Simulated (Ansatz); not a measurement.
# PtS2 in 2 structures

2 cells of PtS2 were relaxed with r2SCAN+rVV10 in Ansatz. Computed values for non-magnetic cells; some structures come from databases, others from prototypes and may be hypothetical.

2H-MoS2 type:
Space group P6_3/mmc (No. 194). a = 3.440 Å, b = 3.440 Å, c = 10.712 Å, α = 90.00°, β = 90.00°, γ = 120.00°

| atom | site | symmetry | x | y | z |
| --- | --- | --- | --- | --- | --- |
| Pt | 2c | -6m2 | 0.3333 | 0.6667 | 0.2500 |
| S | 4f | 3m. | 0.6667 | 0.3333 | 0.3820 |

database P-3m1 (3 atoms):
Space group P-3m1 (No. 164). a = 3.553 Å, b = 3.553 Å, c = 5.123 Å, α = 90.00°, β = 90.00°, γ = 120.00°
```json
{"atom": "Pt", "site": "1a", "symmetry": "-3m.", "x": "0.0000", "y": "0.0000", "z": "0.0000"}
{"atom": "S", "site": "2d", "symmetry": "3m.", "x": "0.3333", "y": "0.6667", "z": "0.2393"}
```

Energies are counted from the lowest cell, each relaxed with the functional named (k spacing about 0.3 1/Å); gaps are on the r2SCAN+rVV10 cells (d direct, i indirect).
```tsv
structure	space group	volume (Å³/atom)	E, r2SCAN+rVV10 (meV/atom)	E, PBE-D3(BJ) (meV/atom)	gap, r2SCAN (eV)
2H-MoS2 type	P6_3/mmc	18.30	610	552	none (overlap 0.64)
database P-3m1 (3 atoms)	P-3m1	18.66	0	0	0.79 i ((0, 0.169, 0.188) → (0, 0.281, 0.299))
```

Among these cells the lowest with r2SCAN+rVV10 is database P-3m1 (3 atoms), 610 meV an atom below the next, 2H-MoS2 type. Other structures, not computed here, could lie lower. PBE-D3(BJ) agrees on the lowest cell. The start from another database entry ended in the same structure as one of these cells.

No spin-orbit coupling is included; it can move band edges with weight on the heavy atoms by tenths of an eV.

Where bands overlap the cell is a metal at that level, and these k meshes limit energies, forces and stress.

Where an edge lies off the special points, it is a point of the mesh or the k point where a search put PBE's edge or least direct gap, reused for the other functionals, whose own edges may lie a little apart.
